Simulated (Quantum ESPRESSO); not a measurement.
**MnO in Quantum ESPRESSO: the effect of functional**

Crystal: MnO.

```
Mn O
1.0
     2.67239    0.00000    0.00000
     0.00000    2.67239    0.00000
     0.00000    0.00000    2.67239
Mn O
1 1
Direct
  0.00000 0.00000 0.00000
  0.50000 0.50000 0.50000
```

Measurements of this composition are mostly on another form, of space group No. 225.

Alike in all runs:

* Program: Quantum ESPRESSO 7.5
* Task: phonons
* Cutoff: 1306 eV
* Density cutoff: 5225 eV
* k mesh: 6 × 6 × 6, shifted
* Occupations: fermi-dirac, width 0.05 eV
* Spin: collinear spin, ferromagnetic start
* Starting moments: [4.0, 0.0] μB

Each run relaxes the cell or the atoms first.

Q: One run gave: relaxed volume 8.82 Å³/atom; moment 3.52 μB. Which functional did it use?
A. AM05
B. PBE
C. PW91
D. PBEsol
E. WC

A: A.

```tsv
functional	potentials or basis	relaxed volume (Å³/atom)	moment (μB)
LDA	PseudoDojo 0.4.1 SR LDA standard	8.50	3.52
PBE	PseudoDojo 0.4.1 SR PBE standard	10.63	5.00
PBEsol	PseudoDojo 0.4.1 SR PBEsol standard	9.35	4.16
PW91	PseudoDojo 0.4.1 SR PBE standard	10.60	5.00
AM05	PseudoDojo 0.4.1 SR PBE standard	8.82	3.52
WC	PseudoDojo 0.4.1 SR PBE standard	9.43	4.20
```

Caveats: all runs use coarse meshes; the mesh is thin for the phonons of a metal; a cell with one magnetic atom can't hold antiferromagnetic order, which such compounds often take; some modes are imaginary (some runs); the potentials were made for another functional, which shifts forces and pressure (some runs); the acoustic modes lie far from zero, so the frequencies are unreliable (some runs).
